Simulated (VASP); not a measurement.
Runs of VASP 6.6.1 on GaN. It takes space group F-43m (No. 216, cubic). Conventional cell: a = 4.507 Å, b = 4.507 Å, c = 4.507 Å, α = 90.00°, β = 90.00°, γ = 90.00°. Around Ga (site symmetry -43m) lie 4 N at 1.95 Å. N (site symmetry -43m) is surrounded by 4 Ga at 1.95 Å. The cell is a database's computed one.

```csv
level,potentials or basis,gap on the mesh (eV),pressure (GPa),relaxed volume (Å³/atom)
r2SCAN,"VASP PAW PBE potentials, release 64 (Ga_d, N)",2.12,0.0,11.44
LDA,"VASP PAW LDA potentials, release 64 (Ga_d, N)",1.94,0.0,(a)
PBE+D3(BJ),"VASP PAW PBE potentials, release 64 (Ga_d, N)",1.68,-0.1,11.53
PBEsol,"VASP PAW PBE potentials, release 64 (Ga_d, N)",1.74,0.1,(b)
PBE,"VASP PAW PBE potentials, release 64 (Ga_d, N)",(c),-0.1,11.76
```

Alike in all rows: task relaxation of cell and atoms; no spin polarisation; cell relaxed; k mesh 10 × 10 × 10; cutoff (eV) 600; smearing gaussian 0.03 eV.

Q: Estimate the missing entries.

A: (a) 11.11; (b) 11.35; (c) 1.55.

Caveats: the PAW data sets were made with another functional, which shifts forces and pressure a little (some runs).

A k mesh can miss the band edges, and the runs leave out spin-orbit coupling on Ga.

Not every run made on this cell is shown here.
